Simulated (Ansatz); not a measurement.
**K: pressure up to the limit of the methods**

The task here is to estimate one member of a computed series from the others.

Method: DFT PBE, with the methods named in each step, in Ansatz 0.2.0.

**The system as given**

It takes space group P6_3/mmc (No. 194, hexagonal). Conventional cell: a = 4.715 Å, b = 4.715 Å, c = 15.323 Å, α = 90.00°, β = 90.00°, γ = 120.00°.

Coordinates:

```
K
1.0
     4.71470    0.00000    0.00000
    -2.35735    4.08305    0.00000
     0.00000    0.00000   15.32276
K
4
Cartesian
  0.0000 0.0000 0.0000
  0.0000 0.0000 7.6614
  0.0000 2.7220 3.8307
  2.3573 1.3610 11.4921
```

Whether this phase is the stable one at these pressures isn't tested.

Atoms are numbered in the order of the input: K1, K2, K3, K4.

Set-up of the first run:

File input.yaml:

```yaml
crystal:
  lattice:
    - [4.7146953698, 0.0, 0.0]
    - [-2.3573476849, 4.0830459613, 0.0]
    - [0.0, 0.0, 15.3227599518]
  atoms:
    - { symbol: K, position: [0.0, 0.0, 0.0] }
    - { symbol: K, position: [0.0, 0.0, 0.5] }
    - { symbol: K, position: [0.3333333333, 0.6666666667, 0.25] }
    - { symbol: K, position: [0.6666666667, 0.3333333333, 0.75] }
kpoints:
  mp_grid: { grid: [8, 8, 3] }
scf:
  occupations: { method: fermi_dirac, width: 0.1 }
hamiltonian:
  xc: pbe
  pseudopotentials: { kind: paw }
output:
  forces: true
  stress: true
relax:
  f_tol: 0.005
  max_steps: 40
  cell: {}
```

Started as:

```console
> ansatz run input.yaml --threads 1 --pin off --max-ram 3072MiB --backend cpu --events-out ev --progress --plain --runs-dir out
```

Among the steps run: Cell relaxed at zero pressure, PAW; Volume scaled by 1, PAW; Volume scaled by 1, PAW (source ansatz); Shape and atoms relaxed at 0.92 of the volume, PAW; Volume scaled by 0.92, PAW; Shape and atoms relaxed at 0.84 of the volume, PAW; Volume scaled by 0.84, PAW; Shape and atoms relaxed at 0.6 of the volume, PAW; Volume scaled by 0.6, PAW; Shape and atoms relaxed at 0.45 of the volume, PAW; Volume scaled by 0.45, PAW; Volume scaled by 0.45, PAW (level accurate).

One table of the session follows, with a row left open; its other results are not shown here.

 The rows PAW, 0.45 and PAW (level accurate), 0.45 agree to the last digit and may rest on the same set-up.

| method | volume over the first | volume (Å³/atom) | pressure (GPa) |
| --- | --- | --- | --- |
| PAW | 1 | 73.742 | 0.02 |
| PAW | 0.92 | ? | ? |
| PAW | 0.84 | 61.943 | 0.89 |
| PAW | 0.6 | 44.245 | 4.77 |
| PAW | 0.45 | 33.184 | 12.14 |
| PAW (level accurate) | 0.45 | 33.184 | 12.14 |
| PAW (source ansatz) | 1 | 73.742 | 0.02 |

**Question.** Estimate the row for PAW, 0.92.

**Answer.** volume (Å³/atom): 67.843; pressure (GPa): 0.38. In the column «volume (Å³/atom)» it lies between PAW, 0.84 (61.943) and PAW, 1 (73.742).
